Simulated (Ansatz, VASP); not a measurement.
**Two plane-wave programs on Ti**

```
Ti
1.0
    -1.60512    1.60512    1.60512
     1.60512   -1.60512    1.60512
     1.60512    1.60512   -1.60512
Ti
1
Direct
  0.00000 0.00000 0.00000
```

This isn't the form of Ti at room conditions, which is hcp.

Alike in both runs: task single point; functional PBEsol; k mesh 26 × 26 × 26; occupations gaussian, width 0.15 eV; no spin polarisation.

|  | VASP | Ansatz |
| --- | --- | --- |
| version | VASP 6.6.1 | Ansatz 0.2.0 |
| potentials or method | VASP PAW PBE potentials, release 64 (Ti_sv) | scalar-relativistic, plane waves, PAW |
| plane-wave cutoff (eV) | 520 | 420 |
| valence electrons in the cell | 12 | 12 |

VASP gave:

| Property | Result |
| --- | --- |
| gap on the k mesh at the Fermi level (eV) | none |
| pressure (GPa) | -0.2 |

Q: What did Ansatz give for the same quantities?

A: gap on the k mesh at the Fermi level (eV): none; pressure (GPa): 0.0.

A gap of «none» marks a metal or a gap that the smearing closes. With one functional, cell and mesh, what is left measures potentials, basis and numerics.

Caveats: the PAW data sets were made with another functional, which shifts forces and pressure a little (VASP).
